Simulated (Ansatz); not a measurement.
## CdS (P6_3mc), clamped-ion strain scan

All numbers below come from DFT PBE, scalar-relativistic, plane waves, PAW in Ansatz. The runs took a 420 eV cutoff, a Γ-centred 12×12×4 mesh and Gaussian smearing (0.05 eV). No spin polarisation. Energies are free energies at this smearing, counted from the undisturbed cell; pressure is positive in compression.

The starting cell (as given, not relaxed at this level; it stands at 2.5 GPa):

```
Cd S
1.0
     4.13480    0.00000    0.00000
    -2.06740    3.58084    0.00000
     0.00000    0.00000    6.74900
Cd S
2 2
Direct
  0.33333 0.66667 0.00000
  0.66667 0.33333 0.50000
  0.33333 0.66667 0.38500
  0.66667 0.33333 0.88500
```

The cell is strained by ε times the Voigt pattern (0, 0, 0, 0, 0, 1) (xx, yy, zz, yz, xz, xy; engineering shear) with fractional coordinates fixed.

```csv
ε,ΔE (meV/atom),"stress summed along the pattern (GPa, tension positive)",pressure (GPa),gap on the mesh (eV)
-0.0600,12.5,-2.58,2.8,1.12
-0.0300,3.1,?,2.6,?
0.0000,0.0,0.00,2.5,1.23
0.0075,0.2,0.32,2.5,1.22
0.0150,0.8,0.64,2.5,1.20
0.0225,?,0.97,2.6,?
0.0375,4.9,1.61,2.6,1.17
0.0450,7.0,1.93,2.7,1.15
0.0525,9.6,2.25,2.7,1.14
```

By symmetry 0.0600 repeats -0.0600, -0.0450 repeats 0.0450, 0.0300 repeats -0.0300, -0.0150 repeats 0.0150 in energy, with the opposite slope along the path.

Task: Give the withheld values.

Result: stress summed along the pattern (GPa, tension positive) at ε = -0.0300: -1.29; gap on the mesh (eV) at ε = -0.0300: 1.18; ΔE (meV/atom) at ε = 0.0225: 1.8; gap on the mesh (eV) at ε = 0.0225: 1.19.